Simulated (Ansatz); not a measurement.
## Trends among crystals of one structure type (F-43m)

All 4 crystals share space group F-43m (No. 216) and the same kinds of sites, 2 atoms in the primitive cell. They are database entries and needn't be the stable phases. The set is a selection: crystals with unstable modes on a coarse mesh or in a metal were left out. Cells are relaxed by PAW under the functional.

Quantity: harmonic phonons by finite displacements (no LO-TO term; negative means unstable), on a 2×2×2 q mesh. Level: PBEsol, all-electron LAPW in Ansatz 0.2.0, scalar-relativistic.

```json
{"crystal": "CdSe", "cell (conventional)": "a = 6.083 Å", "k mesh": "6×6×6", "smearing (eV)": "none", "highest mode (cm⁻¹)": "184", "lowest at L (cm⁻¹)": "33.1", "lowest at X (cm⁻¹)": "40.6", "highest at Γ (cm⁻¹)": "167"}
{"crystal": "SiC", "cell (conventional)": "a = 4.357 Å", "k mesh": "10×10×10", "smearing (eV)": "none", "highest mode (cm⁻¹)": "?", "lowest at L (cm⁻¹)": "?", "lowest at X (cm⁻¹)": "?", "highest at Γ (cm⁻¹)": "?"}
{"crystal": "MgTe", "cell (conventional)": "a = 6.439 Å", "k mesh": "6×6×6", "smearing (eV)": "none", "highest mode (cm⁻¹)": "280", "lowest at L (cm⁻¹)": "36.2", "lowest at X (cm⁻¹)": "50.5", "highest at Γ (cm⁻¹)": "238"}
{"crystal": "HgTe", "cell (conventional)": "a = 6.510 Å", "k mesh": "10×10×10", "smearing (eV)": "0.08", "highest mode (cm⁻¹)": "135", "lowest at L (cm⁻¹)": "20.5", "lowest at X (cm⁻¹)": "18.5", "highest at Γ (cm⁻¹)": "109"}
```

Problem. What did the calculation give for SiC?

Solution. highest mode = 823 cm⁻¹, lowest at L = 255 cm⁻¹, lowest at X = 358 cm⁻¹, highest at Γ = 786 cm⁻¹.

Limits of these numbers: this zinc-blende form is metastable at ambient conditions (MgTe); the gap is closed or tiny at this level, so small that the run used smearing; responses move with mesh and smearing (HgTe); no spin-orbit coupling on heavy atoms (HgTe); a very soft zone-boundary mode, near an instability or sensitive to the mesh (HgTe).
